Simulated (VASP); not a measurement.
Here is a VASP 6.6.1 calculation.

Contents of INCAR:

```
SYSTEM = Mg
PREC = Accurate
ENCUT = 600
EDIFF = 1E-7
ISMEAR = 1
SIGMA = 0.1
LREAL = .False.
LASPH = .True.
NELM = 80
ALGO = Normal
ISIF = 4
LWAVE = .False.
LCHARG = .False.
GGA = PE
IVDW = 12
IBRION = 2
NSW = 40
EDIFFG = -0.01
```

The input KPOINTS:

```
Automatic mesh
0
Gamma
  15 15 7
  0 0 0
```

File POSCAR:

```
Mg                                      
1.0
    3.1548621749      0.0000000000      0.0000000000
   -1.5774310874      2.7321907889      0.0000000000
    0.0000000000      0.0000000000      5.0270847279
  Mg            
     2
Direct
     0.3333333332999970    0.6666666667000030    0.2500000000000000
     0.6666666667000030    0.3333333332999970    0.7500000000000000
```

Potentials or basis: VASP PAW PBE potentials, release 64 (Mg).

Launch:

```bash
$ cat potpaw_PBE.64/Mg/POTCAR > POTCAR
$ mpirun -np 1 vasp_std > vasp.out
```

What does it give for the band gap on the k mesh?

None (metal or under the smearing width).

Estimate the dispersion energy per atom.

-0.300 eV.

Final structure:
```
Mg
1.0
     3.15486    0.00000    0.00000
    -1.57743    2.73219    0.00000
     0.00000    0.00000    5.02708
Mg
2
Cartesian
  0.0000 1.8215 1.2568
  1.5774 0.9107 3.7703
```

Caveat: the relaxation stopped at its first step, so nothing moved.
